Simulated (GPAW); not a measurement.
# Local fields in the sheet polarisability of RbBr (honeycomb monolayer)

What do local fields do to the response of RbBr (honeycomb monolayer)?

Calculated with GPAW 26.7.0; PBE and many-body steps on it, plane waves.

This is a report of a sequence of runs, with most program output left out.

## (1) Starting point

The cell holds 2 atoms: 1 Rb and 1 Br. Its edges and angles: a = 5.698 Å, b = 5.698 Å, c = 11.400 Å, α = 90.0°, β = 90.0°, γ = 120.0°. Vacuum lies along c.

Structure file:

```xyz
2
Lattice="5.6984 0.0000 0.0000 -2.8492 4.9349 0.0000 0.0000 0.0000 11.4000" Properties=species:S:1:pos:R:3
Rb    0.0000    3.2899    5.6993
Br    2.8492    1.6450    5.7007
```

The structure was relaxed with PBE. The runs that relaxed it are not among those shown.

## (2) Empty states on the mesh, 9×9×1 mesh, 426 bands

This step: GPAW 26.7.0; DFT, PBE, plane waves, PAW.

The sums over transitions need many empty states on a uniform mesh; this step solves for them.

File run.py:

```python
import json
import numpy as np
from gpaw.mpi import world
from gpaw import GPAW

calc = GPAW('gs.gpw').fixed_density(kpts={'size': (9, 9, 1), 'gamma': True},
    nbands=497,
    convergence={'bands': 426},
    txt='nscf.txt')
calc.write('full.gpw', mode='all')
res = {}
kpts = calc.get_ibz_k_points()
res['kpts'] = kpts
res['eigenvalues'] = [calc.get_eigenvalues(kpt=k) for k in range(len(kpts))]
res['n_electrons'] = calc.get_number_of_electrons()

if world.rank == 0:
    with open('result.json', 'w') as f:
        json.dump(res, f, default=lambda x: x.tolist())
```

Command:

```console
$ mpirun -n 8 gpaw python run.py
```

Wall time 4.2 min (8 MPI ranks of Intel Xeon Platinum 8259CL at 2.50GHz (Skylake/Cascade Lake), shared host); peak memory 2.9 GiB.

This step gave:

```
gap                                                           : 4.175 eV
k of the valence top                                          : 0, 0, 0
k of the conduction bottom                                    : 0, 0, 0
least direct gap                                              : 4.175 eV
k points computed                                             : 12
lowest point of the top converged band, above the valence top : 71.2706 eV
```

On this mesh the gap is 4.175 eV.

## (3) RPA response

The response function is computed on a frequency grid, with local fields up to the given cutoff.

This step: linear response, RPA, on PBE, plane waves, PAW.

File run.py:

```python
import json
import numpy as np
from gpaw.mpi import world
from gpaw.response.df import DielectricFunction

df = DielectricFunction('full.gpw',
    ecut=50,
    nbands=426,
    eta=0.2,
    frequencies={'type': 'nonlinear', 'domega0': 0.05, 'omega2': 10.0},
    intraband=False,
    truncation='2D',
    txt='df.txt')
res = {'optical': {}, 'eels': []}
for d in 'x':
    y0, y = df.get_polarizability(direction=d, xc='RPA', filename=None)
    res['optical'][d] = [y0.real, y0.imag, y.real, y.imag]
res['w'] = df.get_frequencies()
for q_c in [[0.1111111111, 0, 0], [0.2222222222, 0, 0], [0.4444444444, 0, 0], [0.7777777778, 0, 0], [1.2222222222, 0, 0]]:
    res['eels'].append(df.get_eels_spectrum(q_c=q_c, xc='RPA', filename=None))

if world.rank == 0:
    with open('result.json', 'w') as f:
        json.dump(res, f, default=lambda x: x.tolist())
```

Command:

```console
$ mpirun -n 8 gpaw python run.py
```

It took 3 min on 8 MPI ranks; peak memory 12 GiB; 24 min of CPU time.

Numbers from this step:

| Item | Value |
| --- | --- |
| static polarisability of the sheet (Å) | 0.3124 |
| the same without local fields | 0.4424 |

The static value is 0.31.

The Im polarisability of the sheet has structure finer than the step of the table below, so its rows give means over 1 eV, whole bins alone (the curve runs from 0 to 39.8 eV). Peaks (eV: height): xx, no local fields 6.4: 0.770, 7.6: 0.723, 8.8: 0.862, 10.6: 0.418, 17.8: 0.535; xx, local fields 6.4: 0.392, 9.2: 0.546, 11.2: 0.299, 17.2: 0.246.

RPA, broadening 0.2 eV. Im polarisability of the sheet against photon energy; means over each step:

```csv
photon energy (eV),"xx, no local fields (Å)","xx, local fields (Å)"
1,0.00306,0.00197
2,0.00734,0.00476
3,0.0168,0.0111
4,0.0990,0.0691
5,0.272,0.197
6,0.467,0.244
7,0.641,0.337
8,0.657,0.385
9,0.711,0.497
10,0.349,0.288
11,0.385,0.281
12,0.310,0.250
13,0.254,0.237
14,0.181,0.211
15,0.218,0.179
16,0.275,0.176
17,0.438,0.218
18,0.482,0.193
19,0.287,0.222
20,0.208,0.185
21,0.158,0.159
22,0.129,0.126
23,0.102,0.121
24,0.0769,0.123
25,0.0554,0.121
26,0.0446,0.106
27,0.0330,0.0848
28,0.0364,0.0678
29,0.0357,0.0648
30,0.0273,0.0684
31,0.0229,0.0587
32,0.0190,0.0594
33,0.0167,0.0522
34,0.0134,0.0429
35,0.0124,0.0386
36,0.0107,0.0325
37,0.00992,0.0316
38,0.00883,0.0289
39,0.00725,0.0245
```

## (4) RPA response, local-field cutoff (9×9×1 mesh, 426 bands, screening to 15 eV, broadening 0.2 eV)

run.py: that of step 3 with these lines changed.

```diff
@@ -6,3 +6,3 @@
 df = DielectricFunction('full.gpw',
-    ecut=50,
+    ecut=15,
     nbands=426,
@@ -18,3 +18,3 @@
 res['w'] = df.get_frequencies()
-for q_c in [[0.1111111111, 0, 0], [0.2222222222, 0, 0], [0.4444444444, 0, 0], [0.7777777778, 0, 0], [1.2222222222, 0, 0]]:
+for q_c in [[0.4444444444, 0, 0]]:
     res['eels'].append(df.get_eels_spectrum(q_c=q_c, xc='RPA', filename=None))
```

Command:

```console
$ mpirun -n 8 gpaw python run.py
```

Run time: 40 s. Hardware: 8 MPI ranks; peak memory 4.6 GiB; 5.3 min of CPU time.

This step gave:

* static polarisability of the sheet (Å): 0.3428
* the same without local fields: 0.4424

The static value is 0.34.

## (5) RPA response, fewer bands (9×9×1 mesh, 13 bands, screening to 50 eV, broadening 0.2 eV)

run.py: that of step 4 with these lines changed.

```diff
@@ -6,4 +6,4 @@
 df = DielectricFunction('full.gpw',
-    ecut=15,
-    nbands=426,
+    ecut=50,
+    nbands=13,
     eta=0.2,
@@ -18,3 +18,3 @@
 res['w'] = df.get_frequencies()
-for q_c in [[0.4444444444, 0, 0]]:
+for q_c in []:
     res['eels'].append(df.get_eels_spectrum(q_c=q_c, xc='RPA', filename=None))
```

Command:

```console
$ mpirun -n 8 gpaw python run.py
```

The job ended after 10 s (8 MPI ranks; peak memory 7 GiB; 79 s of CPU time).

Numbers from this step:

```yaml
static_polarisability_of_the_sheet_a: 0.1654
the_same_without_local_fields: 0.1812
```

## (6) RPA response, scissors (9×9×1 mesh, 426 bands, screening to 50 eV, broadening 0.2 eV)

run.py: that of step 5 with these lines changed.

```diff
@@ -7,3 +7,3 @@
     ecut=50,
-    nbands=13,
+    nbands=426,
     eta=0.2,
@@ -12,2 +12,3 @@
     truncation='2D',
+    eshift=1.0,
     txt='df.txt')
```

Command:

```console
$ mpirun -n 8 gpaw python run.py
```

It took 29 s on 8 MPI ranks; peak memory 12 GiB; 3.8 min of CPU time.

This step gave:

```
static polarisability of the sheet (Å) : 0.2849
the same without local fields          : 0.3967
```

The static value is 0.28.

## (7) RPA response, more bands than the file holds (9×9×1 mesh, 1278 bands, screening to 30 eV, broadening 0.2 eV)

run.py: that of step 6 with these lines changed.

```diff
@@ -6,4 +6,4 @@
 df = DielectricFunction('full.gpw',
-    ecut=50,
-    nbands=426,
+    ecut=30,
+    nbands=1278,
     eta=0.2,
@@ -12,3 +12,2 @@
     truncation='2D',
-    eshift=1.0,
     txt='df.txt')
```

Command:

```console
$ mpirun -n 8 gpaw python run.py
```

It took 13 s on 8 MPI ranks; peak memory 1.4 GiB.

The run stopped with an error after 13 s.

The fault put into this input: more bands than the file holds.

## (8) The runs together

Times are wall times on 8 MPI ranks of Intel Xeon Platinum 8259CL at 2.50GHz (Skylake/Cascade Lake), shared host, good to a factor of about two.

The polarisability of a sheet is α = (ε − 1) L / 4π, with L the height of the cell, and does not depend on L.

```csv
run,static polarisability (Å),without local fields,time
RPA response,0.31,0.44,3 min
"RPA response, local-field cutoff (9×9×1 mesh, 426 bands, screening to 15 eV, broadening 0.2 eV)",0.34,0.44,40 s
"RPA response, fewer bands (9×9×1 mesh, 13 bands, screening to 50 eV, broadening 0.2 eV)",0.17,0.18,10 s
"RPA response, scissors (9×9×1 mesh, 426 bands, screening to 50 eV, broadening 0.2 eV)",0.28,0.40,29 s
```

## (9) Outcome

```yaml
rpa_response: static polarisability (Å) 0.31
rpa_response_local_field_cutoff_9x9x1_mesh_426_bands_screening_to_15_ev_broadening_0p2_ev: static polarisability (Å) 0.34
rpa_response_fewer_bands_9x9x1_mesh_13_bands_screening_to_50_ev_broadening_0p2_ev: static polarisability (Å) 0.17
rpa_response_scissors_9x9x1_mesh_426_bands_screening_to_50_ev_broadening_0p2_ev: static polarisability (Å) 0.28
```

**Reading.** In the optical limit the electronic static polarisability (Å) is 0.31, against 0.44 without local fields. RPA response, local-field cutoff (9×9×1 mesh, 426 bands, screening to 15 eV, broadening 0.2 eV): static polarisability (Å) = 0.34. RPA response, fewer bands (9×9×1 mesh, 13 bands, screening to 50 eV, broadening 0.2 eV): static polarisability (Å) = 0.17. RPA response, scissors (9×9×1 mesh, 426 bands, screening to 50 eV, broadening 0.2 eV): static polarisability (Å) = 0.28. ε(0) converges slowly with a Γ-centred mesh, and this one is not shown settled. Unless a shift is named, the levels are those of the density functional, and only a kernel with a long-range part can bind an exciton.

[Paths, hosts, dates, memory and timing lines, banners, echoed tables and standing remarks are left out of the program output.]

[Logs are printed without paths, hosts, clocks, repeated set-up lines and the standing remarks that a program may print on its own settings, such as how far it seeks lower states.]

[Runs of the session that timed out or met a known fault of the program may be left out.]

[Hosts, paths, dates, database ids (printed as entryN), source tags and the programs' standing remarks are cut or masked in the printed files.]
